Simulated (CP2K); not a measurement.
# Al: equation of state with LDA

**Experimental background.**

From “The interpretation of polycrystalline coherent inelastic neutron scattering from aluminium”, 2013, pmc:3831299, for a bulk crystal of Al: bulk modulus 76.9 GPa.

Crystal: Al.

```xyz
1
Lattice="2.8635 0.0000 0.0000 1.4318 2.4799 0.0000 1.4318 0.8266 2.3380" Properties=species:S:1:pos:R:3 pbc="T T T"
Al    0.0000    0.0000    0.0000
```

```json
{"Program": "CP2K 2026.2", "Task": "equation of state", "Functional": "LDA", "Potentials or basis": "GTH_POTENTIALS Al GTH-PADE-q3; TZVP-MOLOPT-PBE-GTH basis", "Density cutoff": "6123 eV", "k mesh": "11 × 11 × 11", "Occupations": "fermi-dirac, width 0.05 eV", "Spin": "no spin polarisation"}
```

| Property | Result |
| --- | --- |
| Equilibrium volume | 15.69 Å³/atom |
| Bulk modulus | 87 GPa |
| Pressure derivative of the bulk modulus | 4.7 |

Energy against volume, from the lowest point:
| volume (Å³/atom) | energy (meV/atom) |
| --- | --- |
| 15.607 | 0.00 |
| 15.939 | 0.84 |
| 16.271 | 5.21 |
| 16.603 | 12.64 |
| 16.935 | 22.81 |
| 17.267 | 35.41 |
| 17.599 | 50.17 |

All runs of the series together: 4.4 min on 1 thread of Intel(R) Xeon(R) Platinum 8375C CPU @ 2.90GHz (Ice Lake), on a shared host.

A measured bulk modulus of Al is 76.9 GPa (quoted in “The interpretation of polycrystalline coherent inelastic neutron scattering from aluminium”, 2013, pmc:3831299); the calculated 87 GPa misses it by +12.9 %. The fit is for a static lattice scaled at fixed shape and fixed fractional positions.

Caveat: the basis of atomic orbitals isn't converged, which shifts pressures, moduli and gaps.
